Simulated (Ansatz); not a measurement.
La: levels along high-symmetry lines

```xyz
2
Lattice="3.7500 0.0000 0.0000 -1.8750 3.2476 0.0000 0.0000 0.0000 6.0700" Properties=species:S:1:pos:R:3 pbc="T T T"
La    0.0000    2.1651    1.5175
La    1.8750    1.0825    4.5525
```

Atoms are numbered in the order listed.

The cell is COD entry 9008503, as deposited and not checked against the literature; nothing was relaxed. It differs from other determinations.

No spin–orbit coupling, which matters for the heavy atoms here.

All numbers below come from DFT, PBE, all-electron LAPW, scalar-relativistic in Ansatz 0.2.0.

Sampling and basis: a Γ-centred 11×11×6 k mesh, Fermi–Dirac smearing of 0.05 eV, basis error target 0.25 meV/atom, no spin polarisation.

Points in fractions of the reciprocal vectors of this cell: Γ (0, 0, 0), M (0.5, 0, 0), K (0.333, 0.333, 0), A (0, 0, 0.5), L (0.5, 0, 0.5), H (0.333, 0.333, 0.5). The path joins them by straight lines in the order Γ–M–K–Γ–A–L–H–A–L; legs that retrace an earlier one aren't tabulated. Energies are in eV from the Fermi level.

Task: List the levels at K between -5 and 1 eV.

Result: -1.30, 0.06 (×2), 0.29, 0.85 (×2).

Task: List the levels at H between -5 and 1 eV.

Result: -0.64 (×2), -0.23 (×2), 0.96 (×2).

Task: List the levels at M between -5 and 1 eV.

Result: -1.60, -1.16, -1.15.

Task: What is the band gap?

Result: none: bands cross the Fermi level, a metal.
